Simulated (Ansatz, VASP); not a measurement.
**GaP in VASP and in Ansatz**

Contents of INCAR:

```
SYSTEM = GaP
PREC = Accurate
ENCUT = 600
EDIFF = 1E-7
ISMEAR = 0
SIGMA = 0.01
LREAL = .FALSE.
LASPH = .TRUE.
NELM = 100
ALGO = Normal
ISIF = 3
LWAVE = .FALSE.
LCHARG = .FALSE.
GGA = PS
IBRION = 2
NSW = 80
EDIFFG = -0.001
```

KPOINTS

```
regular mesh
0
G
  8 8 8
  0 0 0
```

POSCAR

```
GaP
1.0
    0.0000000000      2.7192251075      2.7192251075
    2.7192251075      0.0000000000      2.7192251075
    2.7192251075      2.7192251075      0.0000000000
Ga P
1 1
Direct
    0.0000000000      0.0000000000      0.0000000000
    0.2500000000      0.2500000000      0.2500000000
```

Input for Ansatz:

```yaml
crystal:
  lattice:
    - [0.0, 2.7192251075, 2.7192251075]
    - [2.7192251075, 0.0, 2.7192251075]
    - [2.7192251075, 2.7192251075, 0.0]
  atoms:
    - { symbol: Ga, position: [0.0, 0.0, 0.0] }
    - { symbol: P, position: [0.25, 0.25, 0.25] }
basis:
  ecutwfc: 420
kpoints:
  mp_grid: { grid: [8, 8, 8] }
hamiltonian:
  xc: pbesol
scf:
  occupations: { method: fixed }
output:
  forces: true
  stress: true
  eigenvalues: true
relax:
  adjacent_minimum: "off"
  f_tol: 0.001
  max_steps: 60
  cell: { stress_tol: 0.01 }
```

Alike in both runs: task relaxation of cell and atoms; functional PBEsol; k mesh 8 × 8 × 8; no spin polarisation.

|  | VASP | Ansatz |
| --- | --- | --- |
| version | VASP 6.6.1 | Ansatz 0.2.0 |
| potentials or method | VASP PAW PBE potentials, release 64 (Ga_d, P) | scalar-relativistic, plane waves, PAW |
| plane-wave cutoff (eV) | 600 | 420 |
| occupations | gaussian, width 0.01 eV | fixed |
| valence electrons in the cell | 18 | 18 |

Ansatz gave:

```
gap on the k mesh at the Fermi level, each at its own relaxed structure (eV) : 1.50
relaxed volume (Å³/atom)                                                     : 20.11
relaxed cell length with the largest relative difference (Å)                 : 3.846
```

What did VASP give for the same quantities?

gap on the k mesh at the Fermi level, each at its own relaxed structure (eV): 1.50; relaxed volume (Å³/atom): 20.09; relaxed cell length with the largest relative difference (Å): 3.844.

Caveats: the PAW data sets were made with another functional, which shifts forces and pressure a little (VASP). A k mesh can miss the band edges.
